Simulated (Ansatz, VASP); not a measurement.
**K: VASP beside Ansatz**

Contents of INCAR:

```
PREC = Accurate
ENCUT = 600
EDIFF = 1E-6
ISMEAR = 0
SIGMA = 0.1
LREAL = False
LASPH = True
NELM = 100
ALGO = Fast
ISIF = 3
LWAVE = False
LCHARG = False
GGA = PE
IBRION = 2
NSW = 100
EDIFFG = -0.005
```

Contents of KPOINTS:

```
Automatic mesh
0
Gamma
  12 12 12
```

Contents of POSCAR:

```
K
1.0
   -2.6180000000      2.6180000000      2.6180000000
    2.6180000000     -2.6180000000      2.6180000000
    2.6180000000      2.6180000000     -2.6180000000
K
1
Direct
    0.0000000000      0.0000000000      0.0000000000
```

Input for Ansatz:

```yaml
crystal:
  lattice:
    - [-2.618, 2.618, 2.618]
    - [2.618, -2.618, 2.618]
    - [2.618, 2.618, -2.618]
  atoms:
    - { symbol: K, position: [0.0, 0.0, 0.0] }
basis:
  ecutwfc: 420
kpoints:
  mp_grid: { grid: [12, 12, 12] }
hamiltonian:
  xc: pbe
scf:
  occupations: { method: gaussian, width: 0.1 }
output:
  forces: true
  stress: true
  eigenvalues: true
relax:
  adjacent_minimum: "off"
  f_tol: 0.005
  max_steps: 80
  cell: { stress_tol: 0.05 }
```

Alike in both runs: task relaxation of cell and atoms; functional PBE; k mesh 12 × 12 × 12; occupations gaussian, width 0.1 eV; no spin polarisation.

```csv
,VASP,Ansatz
version,VASP 6.6.1,Ansatz 0.2.0
potentials or method,"VASP PAW PBE potentials, release 64 (K_sv)","scalar-relativistic, plane waves, PAW"
plane-wave cutoff (eV),600,420
valence electrons in the cell,9,9
```

Ansatz gave:

* gap on the k mesh at the Fermi level, each at its own relaxed structure (eV): none
* relaxed volume (Å³/atom): 73.71
* relaxed cell length with the largest relative difference (Å): 4.575

Task: Estimate VASP's values.

Result: gap on the k mesh at the Fermi level, each at its own relaxed structure (eV): none; relaxed volume (Å³/atom): 73.57; relaxed cell length with the largest relative difference (Å): 4.572.

A gap of «none» marks a metal or a gap that the smearing closes.

PBE usually gives volumes a little too large and moduli too small. Zero-point motion and thermal expansion aren't in these numbers.
